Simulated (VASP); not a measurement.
# ZnS: single point with PBE

Crystal: ZnS.

```
Zn S
1.0
     9.65976    0.00000    0.00000
    -4.82988    8.36559    0.00000
     0.00000    0.00000    3.98323
Zn S
3 3
Direct
  0.92873 0.46437 0.00000
  0.53563 0.46437 0.00000
  0.53563 0.07127 0.00000
  0.48986 0.97972 0.50000
  0.48986 0.51014 0.50000
  0.02028 0.51014 0.50000
```

The cell was built by a generator and needn't be a form met in nature.

```
Program             : VASP 6.6.1
Task                : single point
Functional          : PBE
Potentials or basis : VASP PAW PBE potentials, release 64 (Zn, S)
Cutoff              : 520 eV
k mesh              : 6 × 6 × 8
Occupations         : gaussian, width 0.02 eV
Spin                : no spin polarisation
```

* Pressure: 0.1 GPa
* Largest force: 0.026 eV/Å
* Band gap on the k mesh: 1.09 eV, direct

Forces on the atoms (eV/Å):
```
Zn  -0.020 -0.012  0.000
Zn   0.020 -0.012  0.000
Zn   0.000  0.023  0.000
S    0.000 -0.026  0.000
S   -0.023  0.013  0.000
S    0.023  0.013  0.000
```

Stress tensor (GPa, compression positive):
```
0.03 0.00 0.00
0.00 0.03 0.00
0.00 0.00 0.16
```

Levels at points of the mesh, in eV from the valence-band top:
```csv
k point,band 25,band 26,band 27,band 28,band 29,band 30
"(0.00, 0.00, 0.00)",-1.04,-1.04,-0.86,1.56,2.75,2.75
"(0.50, 0.00, 0.00)",-1.17,-1.08,-0.93,1.86,2.54,2.78
"(0.00, 0.00, 0.50)",-0.18,-0.18,0.00,1.09,3.02,3.02
"(0.50, 0.00, 0.50)",-0.20,-0.15,-0.06,1.15,2.99,3.11
```

Run time: 6 min on 1 thread of Intel(R) Xeon(R) Platinum 8488C (Sapphire Rapids) (shared host), peak memory 0.58 GiB.

A k mesh can miss the band edges. Expect the measured gap to be larger: semilocal functionals such as PBE lack the derivative discontinuity.
